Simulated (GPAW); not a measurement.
# CdSe (F-43m) in GPAW: further runs, part 3 of 3

GPAW 26.7.0.

## (5) Band structure, LDA

run.py reads:

```python
from ase.dft.bandgap import bandgap
from ase.io import read, write
from ase.units import GPa
from gpaw import GPAW, PW

atoms = read('CdSe.xyz')

calc = GPAW(mode=PW(800),
            xc='LDA',
            kpts={'size': (6, 6, 6), 'gamma': True},
            occupations={'name': 'fermi-dirac', 'width': 0.05},
            setups='hgh',
            nbands=-9,
            convergence={'density': 1e-05, 'energy': 1e-05},
            maxiter=150,
            txt='gpaw.txt')
atoms.calc = calc
energy = atoms.get_potential_energy()
forces = atoms.get_forces()
stress = atoms.get_stress()
calc.write('gs.gpw')
write('result.traj', atoms)
print(f'Energy: {energy:.6f} eV')
print('Forces (eV/A):')
print(forces.round(4))
print('Stress (GPa):', (stress / GPa).round(3))
print('Fermi level:', round(calc.get_fermi_level(), 4), 'eV')
print(f'Gap: {bandgap(calc)[0]:.4f} eV, direct: {bandgap(calc, direct=True)[0]:.4f} eV')

path = atoms.cell.bandpath('GXWKGLUWLK,UX', npoints=80, eps=1e-4)
bs_calc = calc.fixed_density(kpts=path, symmetry='off', nbands=-20,
                             convergence={'bands': 'CBM+6.0', 'eigenstates': 1e-6}, txt='bands.txt')
bs = bs_calc.band_structure()
bs.write('bs.json')
print(f'Gap on the path: {bandgap(bs_calc)[0]:.4f} eV')
```

CdSe.xyz reads:

```xyz
2
Lattice="0.0000000000 3.0702711986 3.0702711986 3.0702711986 0.0000000000 3.0702711986 3.0702711986 3.0702711986 0.0000000000" Properties=species:S:1:pos:R:3 pbc="T T T"
Cd     0.0000000000      0.0000000000      0.0000000000
Se     1.5351355993      1.5351355993      1.5351355993
```

Potentials or basis: HGH pseudopotentials, pw.

Started as:

```console
> OMP_NUM_THREADS=1 python run.py
```

gpaw.txt:

```text
__  _  _
 | _ |_)|_||  |
 |__||  | ||/\| - 26.7.0

Input parameters:
  mode=PW(ecut=800.0),
  convergence={'density': 1e-05, 'energy': 1e-05},
  kpts=MonkhorstPack(size=(6, 6, 6), gamma=True),
  maxiter=150,
  nbands=-9,
  occupations=Occupations(name='fermi-dirac', width=0.05),
  setups={'default': 'hgh'},
  xc=XC(name='LDA')

Diagonalizing LCAO Hamiltonian
Converting LCAO to pw mode

            Se

       Cd

Atoms  # Å, Bohr magnetons
|   | symbol |        x |        y |        z |    initial magnetic moments |
|---|--------|----------|----------|----------|-----------------------------|
| 0 |     Cd | 0.000000 | 0.000000 | 0.000000 | ( 0.0000,  0.0000,  0.0000) |
| 1 |     Se | 1.535136 | 1.535136 | 1.535136 | ( 0.0000,  0.0000,  0.0000) |

Unit cell  # Å
| periodic |        x |        y |        z |  lengths |    angles |
|----------|----------|----------|----------|----------|-----------|
|      yes | 0.000000 | 3.070271 | 3.070271 | 4.342019 | 60.000000 |
|      yes | 3.070271 | 0.000000 | 3.070271 | 4.342019 | 60.000000 |
[... 177 lines left out ...]
  Spinorbit:         0.000000
  ----------------------------
  Free energy:    -288.356625
  Extrapolated:   -288.356623

dipole moment: (-9.259316, -9.259316, -9.259316)  # |e|*Ang

Fermi level: 0.640
Eigenvalues  # (at kpt = [0.000, 0.000, 0.000])
| band index |      eig [eV] | occ [0-2] |
|------------|---------------|-----------|
|          0 |       -11.911 |     2.000 |
|          1 |         0.187 |     2.000 |
|          2 |         0.187 |     2.000 |
|          3 |         0.187 |     2.000 |
|          4 |         1.030 |     0.001 |
|          5 |         6.412 |     0.000 |
|          6 |         6.412 |     0.000 |
|          7 |         6.412 |     0.000 |
|          8 |        10.078 |     0.000 |
|          9 |        11.235 |     0.000 |
|         10 |        11.235 |     0.000 |
|         11 |        12.611 |     0.000 |
|         12 |        12.611 |     0.000 |

Gap: 0.843 eV
Transition (v -> c):
  (s=0, k=0, n=3, [0.00, 0.00, 0.00]) -> (s=0, k=0, n=4, [0.00, 0.00, 0.00])
No difference between direct/indirect transitions

Forces  # eV/Ang
|        x |        y |       z |
|----------|----------|---------|
| -0.00000 | -0.00000 | 0.00000 |  # Cd   0
| -0.00000 |  0.00000 | 0.00000 |  # Se   1

Stress tensor  # eV/Ang^3
|         x |         y |         z |
|-----------|-----------|-----------|
|  0.068064 | -0.000000 | -0.000000 |
| -0.000000 |  0.068064 |  0.000000 |
| -0.000000 |  0.000000 |  0.068064 |

# Writing to gs.gpw (mode='')
```

stdout:

```text
Energy: -288.356623 eV
Forces (eV/A):
[[-0. -0.  0.]
 [-0.  0.  0.]]
Stress (GPa): [10.905 10.905 10.905  0.    -0.    -0.   ]
Fermi level: 0.6398 eV
Gap: 0.8430 eV, direct: 0.8430 eV
Gap on the path: 0.8430 eV
```

bands.txt:

```text
Diagonalizing LCAO Hamiltonian
Converting LCAO to pw mode
convergence criteria:
- Maximum integral of absolute [eigenst]ate change: 1e-06 eV^2 / valence electron
maximum number of iterations: 150

SCF iterations
|iter     | |      energy | eigst |  dens |
[... 86 lines left out ...]
         [0.41666667, 0.41666667, 0.66666667],
         [0.40277778, 0.40277778, 0.69444444],
         [0.38888889, 0.38888889, 0.72222222],
         [0.375     , 0.375     , 0.75      ],
         [0.625     , 0.25      , 0.625     ],
         [0.59375   , 0.1875    , 0.59375   ],
         [0.5625    , 0.125     , 0.5625    ],
         [0.53125   , 0.0625    , 0.53125   ],
         [0.5       , 0.        , 0.5       ]])),
  maxiter=150,
  nbands=-20,
  occupations=Occupations(name='fermi-dirac', width=0.05),
  setups={'default': 'hgh'},
  symmetry=Symmetry(point_group=False, time_reversal=False),
  xc=XC(name='LDA')
```

It took 68 s on 1 thread of Arm Neoverse V1, shared host; peak memory 0.33 GiB.

What came out:

| Item | Value |
| --- | --- |
| Free energy | -288.3566 eV |
| Pressure | -10.9 GPa |
| Band gap on the k mesh | 0.84 eV, direct |
| Band gap along the path | 0.84 eV, direct |

Levels at the corners of the path, in eV from the valence-band top:
| point | band 1 | band 2 | band 3 | band 4 | band 5 | band 6 | band 7 | band 8 |
| --- | --- | --- | --- | --- | --- | --- | --- | --- |
| Γ | -12.10 | 0.00 | 0.00 | 0.00 | 0.84 | 6.23 | 6.23 | 6.23 |
| X | -11.27 | -3.80 | -1.56 | -1.56 | 3.31 | 3.94 | 9.34 | 10.33 |
| W | -11.26 | -3.59 | -2.07 | -1.87 | 5.35 | 5.38 | 6.70 | 7.73 |
| K | -11.28 | -3.65 | -2.26 | -1.27 | 3.90 | 5.44 | 8.37 | 8.81 |
| Γ | -12.10 | 0.00 | 0.00 | 0.00 | 0.84 | 6.23 | 6.23 | 6.23 |
| L | -11.48 | -3.98 | -0.61 | -0.61 | 2.63 | 6.66 | 6.66 | 7.67 |
| U | -11.28 | -3.65 | -2.26 | -1.27 | 3.90 | 5.44 | 8.37 | 8.81 |
| W | -11.26 | -3.59 | -2.07 | -1.87 | 5.35 | 5.38 | 6.70 | 7.73 |
| L | -11.48 | -3.98 | -0.61 | -0.61 | 2.63 | 6.66 | 6.66 | 7.67 |
| K | -11.28 | -3.65 | -2.26 | -1.27 | 3.90 | 5.44 | 8.37 | 8.81 |
| U | -11.28 | -3.65 | -2.26 | -1.27 | 3.90 | 5.44 | 8.37 | 8.81 |
| X | -11.27 | -3.80 | -1.56 | -1.56 | 3.31 | 3.94 | 9.34 | 10.33 |

Caveat: HGH potentials are hard and often keep d shells in the core, so these values are rough. LDA gaps usually lie below the measured ones, often by a third to a half.

## (6) Summary

| task | level | potentials or basis | spin | eigensolver | band path | band points | spin axis theta (degrees) | spin axis phi (degrees) | gap on the mesh (eV) |
| --- | --- | --- | --- | --- | --- | --- | --- | --- | --- |
| equation of state | BLYP+D3 | PAW data sets generated in the run's folder for this functional, pw | off | davidson | - | - | - | - | - |
| band structure | C09-vdW | GPAW PAW data sets (gpaw-data 1.2.1), pw | SOC, no magnetisation | - | GXWKGLUWLK,UX | 80 | 90 | 0 | 0.31 |
| band structure | MS2 | GPAW PAW data sets (gpaw-data 1.2.1), pw | SOC, no magnetisation | - | GXWKGLUWLK,UX | 80 | 54.7 | 45 | 0.77 |

Alike in all rows: cell as given; k mesh 6 × 6 × 6; cutoff (eV) 600; smearing fermi-dirac 0.05 eV.

Caveats: spin-orbit coupling was added after a scalar SCF, so levels and gaps hold it while energy, forces, pressure and moments don't (some runs); this program's spin-orbit splittings come out too wide for heavy elements (some runs); the PAW data sets were made with another functional, which shifts forces and pressure a little (some runs).

Absolute energies hang on the potentials; compare differences alone.
